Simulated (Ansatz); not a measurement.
CdSe (wurtzite): a single-point calculation in the PAW code Ansatz (HSE06). The cell was relaxed with r2SCAN and then strained (uniaxial +1.0 % along z, other directions held), with the atoms relaxed again with r2SCAN; k points keep the names of the unstrained zone.

Input file:
```yaml
crystal:
  lattice:
    - [4.3407236653, 0.0, 0.0]
    - [-2.1703618326, 3.759176965, 0.0]
    - [0.0, 0.0, 7.1474124423]
  atoms:
    - { symbol: Cd, position: [0.3333333333, 0.6666666667, 0.0005782422] }
    - { symbol: Cd, position: [0.6666666667, 0.3333333333, 0.5005782422] }
    - { symbol: Se, position: [0.3333333333, 0.6666666667, 0.3744217578] }
    - { symbol: Se, position: [0.6666666667, 0.3333333333, 0.8744217578] }
kpoints:
  mp_grid: { grid: [6, 6, 4] }
  band_path:
    path:
      - [0.0, 0.0, 0.0]
      - [0.5, 0.0, 0.0]
      - [0.3333333333, 0.3333333333, 0.0]
      - [0.0, 0.0, 0.5]
      - [0.5, 0.0, 0.5]
      - [0.3333333333, 0.3333333333, 0.5]
    npoints: 1
hamiltonian:
  xc: hse06
scf:
  occupations: { method: fixed }
  n_extra_bands: 5
output:
  forces: true
  stress: true
  eigenvalues: true
```

Wall time 59 s on 1 × NVIDIA H100 80GB HBM3 with 2 threads of AMD EPYC 7R13 Processor (Zen 3) (shared host), load about 0.8 per core; peak host memory 4 GiB.

The output, standing remarks left out:
```
scf.n_extra_bands = 5 over 36 filled bands (N_el = 72.0): the run solves 41 bands
Functional definition: HSE06
Crystal: 4 atoms, lattice volume = 116.628 Å³
Basis set: ecut = 420 eV, 2273 PW (Γ)
Symmetry: 12 space group operations
Space group: P63mc (ITA 186)
k-points: 21 of 144 (time reversal used)
Exchange kernel: α = 0.2500, screened, ω = 0.2079 Å⁻¹, Wigner–Seitz truncation, v(0) = 1046.8880 eV·Å³, q-mesh 6×6×4
preconditioner: auto → none  [insulator: Δε(μ)=1.444 eV  ℏωp=20.6 eV]
hybrid outer 1: dexx = +2.136e-2 eV, tail = 1.31e-4 eV
hybrid outer 2: dexx = +9.756e-7 eV, tail = 6.66e-8 eV, Δε = 2.98e-3 eV, ΔF = 1.16e-3 eV/Å
NSCF: frozen V_eff on 6 k-points
hybrid SCF converged: 2 outer / 12 inner (+3 warm-up)
Free energy (F): -27460.274053 eV
Fermi energy:    6.412783 eV
--- Forces (eV/Å), atoms counted from 1 ---
  atom   1  Cd      0.00000      0.00000    -0.00469
  atom   2  Cd      0.00000      0.00000    -0.00469
  atom   3  Se      0.00000      0.00000      0.00467
  atom   4  Se      0.00000      0.00000      0.00467
--- Stress (GPa, compression-positive) ---
       -0.109814       0.000000       0.000000
        0.000000      -0.109814       0.000000
        0.000000       0.000000      -0.563952
  P = ⅓ Tr σ = -0.2612 GPa (-2.612 kbar)
```

The file bands.tsv (bands near the Fermi energy, numbered from 0, rounded):
```tsv
# k_distance	band_31	band_32	band_33	band_34	band_35	band_36	band_37	band_38	band_39
# fermi_ev = 6.412783
# [0, 0, 0] at k_distance = 0.000000
# [0.5, 0, 0] at k_distance = 0.835713
# [0.3333333333, 0.3333333333, 0] at k_distance = 1.318212
# [0, 0, 0.5] at k_distance = 2.378598
# [0.5, 0, 0.5] at k_distance = 3.214311
# [0.3333333333, 0.3333333333, 0.5] at k_distance = 3.696810
# levels_relative_to = fermi_ev
0.000	-0.756	-0.756	-0.081	0.000	0.000	1.498	3.181	6.911	6.911
0.836	-3.713	-2.696	-1.850	-1.350	-0.762	4.116	4.279	5.595	7.077
1.318	-3.852	-3.071	-1.908	-1.908	-1.715	5.054	5.765	5.765	7.891
2.379	-2.720	-0.394	-0.394	-0.394	-0.394	3.269	3.269	6.766	6.766
3.214	-4.306	-1.405	-1.405	-1.345	-1.345	3.807	3.807	5.796	5.796
3.697	-4.177	-2.461	-2.461	-1.168	-1.168	4.662	4.662	6.650	6.650
```
In order the rows are Γ, M, K, A, L, H.

With HSE06 the gap is 1.50 eV and direct, at Γ. The gap is the least over the mesh and the extra points. With the atoms held, the mean pressure is -0.3 GPa (compression positive). (The program warns that its thresholds are loose for a hybrid's stress.)

(Simulation; spin polarisation is off.)

Spin-orbit coupling is left out.

The meshes of the hybrids are coarse, so their gaps aren't converged to the digits shown.
